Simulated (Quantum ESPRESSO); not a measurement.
# TiO2 (Anatase): dielectric tensor and Born charges under several settings

```
Ti O
1.0
    -1.89210    1.89210    4.75730
     1.89210   -1.89210    4.75730
     1.89210    1.89210   -4.75730
Ti O
2 4
Direct
  0.75000 0.25000 0.50000
  0.00000 0.00000 0.00000
  0.79190 0.79190 0.00000
  0.54190 0.04190 0.50000
  0.95810 0.45810 0.50000
  0.20810 0.20810 0.00000
```

All runs used Quantum ESPRESSO 7.5; potentials GBRV 1.5 PBEsol; given cell; no spin polarisation; cutoff 612 eV; occupations smeared at first, fixed for the response.

```tsv
level	k mesh (s: shifted)	pressure (GPa)	ε∞ (diagonal)	Born charge of atom 1 (e)	sum of the Born charges (e)
PBEsol	4 × 4 × 4s	-0.7	7.12, 7.12, 6.30	6.37	-0.07
PBEsol	6 × 6 × 6s	?	?	?	?
PBEsol	8 × 8 × 8s	-0.8	6.86, 6.86, 6.30	6.28	-0.01
```

Q: What stands in the row left open?

A: Pressure -0.8 GPa; ε∞ 6.86, 6.86, 6.30; Born charge of atom 1 6.28 e; sum of the Born charges -0.01 e.

Caveats: some runs use coarse meshes.
